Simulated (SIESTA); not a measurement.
Cu:

```
CELL_PARAMETERS angstrom
2.53410 0.00000 0.00000
-1.26705 2.19459 0.00000
0.00000 0.00000 4.11257
ATOMIC_POSITIONS crystal
Cu 0.66667 0.33333 0.75000
Cu 0.33333 0.66667 0.25000
```

This isn't the form of Cu at room conditions, which is fcc.

```yaml
Program: SIESTA 5.4.2
Task: single point
Functional: PBE
Potentials_or_basis: PseudoDojo 0.4 standard (PBE files)
Basis: DZP (energy shift 0.003 Ry; two zetas on semicore shells)
Grid_cutoff: 800 Ry
Energy_shift: 0.003 Ry
k_mesh: 12 × 12 × 7
Occupations: fermi-dirac, width 0.05 eV
Spin: no spin polarisation
```

On this cell: pressure 7.4 GPa; largest force under 0.003 eV/Å; band gap on the k mesh none (metal or under the smearing width).

The same run follows on a disturbed copy (atoms moved at random, drawn with an rms of 0.05 Å):

```
Cu
1.0
     2.53410    0.00000    0.00000
    -1.26705    2.19459    0.00000
     0.00000    0.00000    4.11257
Cu
2
Direct
  0.66971 0.35034 0.74393
  0.35459 0.66690 0.24866
```

**Question.** What changes?

**Answer.** The energy (extrapolated to zero smearing) moves by +3.2 meV/atom; pressure 7.4 GPa; largest force 0.236 eV/Å; band gap on the k mesh none (metal or under the smearing width).

Forces on the atoms (eV/Å):
```
Cu   0.116 -0.064  0.196
Cu  -0.115  0.064 -0.196
```

Stress tensor (GPa, compression positive):
```
 7.73 -0.98  0.12
-0.98  6.68 -0.06
 0.12 -0.06  7.86
```

Caveats: short orbitals over semicore shells can move pressures by several GPa; the basis of atomic orbitals isn't converged, which shifts pressures, moduli and gaps.
